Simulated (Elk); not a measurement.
**Worked example: self-consistent single point of CsCl (Pm-3m, 2 atoms in the cell) in Elk**

Method: PBE, all-electron FP-LAPW, Elk's shipped species files, APW+lo basis with extra local orbitals (Elk).

Input:

```
tasks
  0

xctype
  20

rgkmax
  7.5

gmaxvr
  14.0

nxlo
  2

lorbcnd
  .true.

lmaxi
  2

stype
  3

swidth
  0.000367493

avec
    7.7779936762    0.0000000000    0.0000000000
    0.0000000000    7.7779936762    0.0000000000
    0.0000000000    0.0000000000    7.7779936762

sppath
  './'

atoms
  2   : nspecies
  'Cs.in'   : spfname
  1   : natoms; atposl, bfcmt below
  0.0000000000  0.0000000000  0.0000000000    0.0 0.0 0.0
  'Cl.in'   : spfname
  1   : natoms; atposl, bfcmt below
  0.5000000000  0.5000000000  0.5000000000    0.0 0.0 0.0

ngridk
  4 4 4
```

The program printed (abridged):

```
│ Elk code version 10.2.4 │

All units are atomic (Hartree, Bohr, etc.)

│ Ground-state run starting from atomic densities │

Lattice vectors :
   7.777993676       0.000000000       0.000000000
   0.000000000       7.777993676       0.000000000
   0.000000000       0.000000000       7.777993676

Unit cell volume      :    470.5467272
Brillouin zone volume :   0.5271532009

Muffin-tin inner radius fraction :   0.1000000000E-01

Nuclei treated as point charges

Species :    1 (Cs)
 parameters loaded from : Cs.in
 name : caesium
 nuclear charge    :   -55.00000000
 electronic charge :    55.00000000
 atomic mass :    242271.8144
 muffin-tin radius :    2.800000000
 number of radial points in muffin-tin :    697
 atomic positions (lattice), magnetic fields (Cartesian) :
   1 :   0.00000000  0.00000000  0.00000000    0.00000000  0.00000000  0.00000000

Species :    2 (Cl)
 parameters loaded from : Cl.in
 name : chlorine
 nuclear charge    :   -17.00000000
 electronic charge :    17.00000000
 atomic mass :    64626.86545
 muffin-tin radius :    2.200000000
 number of radial points in muffin-tin :    397
 atomic positions (lattice), magnetic fields (Cartesian) :
   1 :   0.50000000  0.50000000  0.50000000    0.00000000  0.00000000  0.00000000

Total number of atoms per unit cell :    2

Spin treatment :
 spin-unpolarised

Number of Bravais lattice symmetries :   48
Number of crystal symmetries         :   48
Crystal has inversion symmetry
Real symmetric eigensolver will be used

k-point grid :      4     4     4
k-point offset :    0.000000000       0.000000000       0.000000000
k-point set is reduced with full crystal symmetry group
Total number of k-points :       10

Muffin-tin radius times maximum |G+k| :    7.500000000
 using average radius
Maximum |G+k| for APW functions       :    3.000000000
Maximum (1/2)|G+k|²                   :    4.500000000
Maximum |G| for potential and density :    14.00000000
 potential will be trimmed for |G| > 2 gkmax
Constant for pseudocharge density :   10
Radial integration step length :    4

G-vector grid sizes :     35    35    35
Number of G-vectors :    21879

Maximum angular momentum used for
 APW functions                      :    8
 outer part of muffin-tin           :    6
 inner part of muffin-tin           :    2

Total nuclear charge    :   -72.00000000
Total core charge       :    46.00000000
Total valence charge    :    26.00000000
Total excess charge     :    0.000000000
Total electronic charge :    72.00000000

Effective Wigner radius, rₛ :    1.159828787

Number of empty states         :    8
Total number of valence states :   21
Total number of core states    :   46

Conduction state local-orbitals added automatically
Total number of local-orbitals :  149

Exchange-correlation functional :     20     0     0
 Perdew-Burke-Ernzerhof, Phys. Rev. Lett. 77, 3865 (1996)
 gradient requirement :    1
 generalised gradient approximation (GGA)

Smearing type :    3
 Fermi-Dirac
Smearing width :   0.3674930000E-03
Effective electronic temperature (K) :    116.0451112

Mixing type :    3
 Broyden mixing, J. Phys. A: Math. Gen. 17, L317 (1984)

Kohn-Sham potential initialised from atomic data
│ Self-consistent loop started │
│ Loop number : 1 │
 total energy                :     -8258.11907498
│ Loop number : 2 │
 total energy                :     -8258.10210371
RMS change in Kohn-Sham potential (target) :   0.2946944416     (  0.1000000000E-05)
Absolute change in total energy (target)   :   0.1697127269E-01 (  0.1000000000E-03)
│ Loop number : 3 │
 total energy                :     -8257.62345476
RMS change in Kohn-Sham potential (target) :   0.2663873340     (  0.1000000000E-05)
Absolute change in total energy (target)   :   0.4828917708     (  0.1000000000E-03)
│ Loop number : 4 │
 total energy                :     -8255.23527295
RMS change in Kohn-Sham potential (target) :   0.1446236081     (  0.1000000000E-05)
Absolute change in total energy (target)   :    2.508904744     (  0.1000000000E-03)
│ Loop number : 5 │
 total energy                :     -8338.02965792
RMS change in Kohn-Sham potential (target) :   0.7429599556     (  0.1000000000E-05)
Absolute change in total energy (target)   :    82.16715878     (  0.1000000000E-03)
   [... lines left out ...]
Absolute change in total energy (target)   :   0.1075498580E-01 (  0.1000000000E-03)
│ Loop number : 17 │
 total energy                :     -8252.05583126
RMS change in Kohn-Sham potential (target) :   0.8994169201E-05 (  0.1000000000E-05)
Absolute change in total energy (target)   :   0.4681200135E-02 (  0.1000000000E-03)
│ Loop number : 18 │
 total energy                :     -8252.05517954
RMS change in Kohn-Sham potential (target) :   0.2188617884E-05 (  0.1000000000E-05)
Absolute change in total energy (target)   :   0.5185798545E-03 (  0.1000000000E-03)
│ Loop number : 19 │
 total energy                :     -8252.05523007
RMS change in Kohn-Sham potential (target) :   0.9761364205E-06 (  0.1000000000E-05)
Absolute change in total energy (target)   :   0.1801782455E-03 (  0.1000000000E-03)
│ Loop number : 20 │
 total energy                :     -8252.05527646
RMS change in Kohn-Sham potential (target) :   0.1335123467E-06 (  0.1000000000E-05)
Absolute change in total energy (target)   :   0.9143507123E-04 (  0.1000000000E-03)
Convergence targets achieved

│ Loop number : 21 │

Energies :
 Fermi                       :     0.693886374798E-01
 sum of eigenvalues          :     -5041.22692547
 electron kinetic            :      8759.12929519
 core electron kinetic       :      8501.71776914
 Coulomb                     :     -16790.0761383
 Coulomb potential           :     -13512.1599287
 nuclear-nuclear             :     -611.901853865
 electron-nuclear            :     -18844.1886401
 Hartree                     :      2666.01435573
 Madelung                    :     -10033.9961739
 xc potential                :     -288.196291987
 exchange                    :     -217.491815917
 correlation                 :     -3.61661331310
 electron entropic           :    -0.796437272222E-12
 total energy                :     -8252.05527231

Density of states at Fermi energy :   0.2721158827E-06
 (states/Hartree/unit cell)

Estimated indirect band gap :   0.1937231774
 from k-point      1 to k-point      1
Estimated direct band gap   :   0.1937231774
 at k-point      1

Charges :
 core                        :    46.00000000
 valence                     :    26.00000000
 interstitial                :    3.312746082
 muffin-tins (core leakage)
  species :    1 (Cs)
   atom    1                 :    53.02976849     (  0.1224863814E-04)
  species :    2 (Cl)
   atom    1                 :    15.65748543     (  0.1533559061E-04)
 total in muffin-tins        :    68.68725392
 total calculated charge     :    71.99669665
 total charge                :    72.00000000
 error                       :   0.3303347920E-02

│ Self-consistent loop stopped │
```

The run converged in 21 iterations. The count includes the last loop, which Elk runs after its targets are met.

The starting cell comes from a database of computed structures (which also holds hypothetical and non-ambient phases and stackings), without a prior relaxation at this level. Its lattice was rescaled by a random factor within 2.5 % of one. Values depend on the basis (sphere radii, cutoffs, local orbitals), which need not be converged.
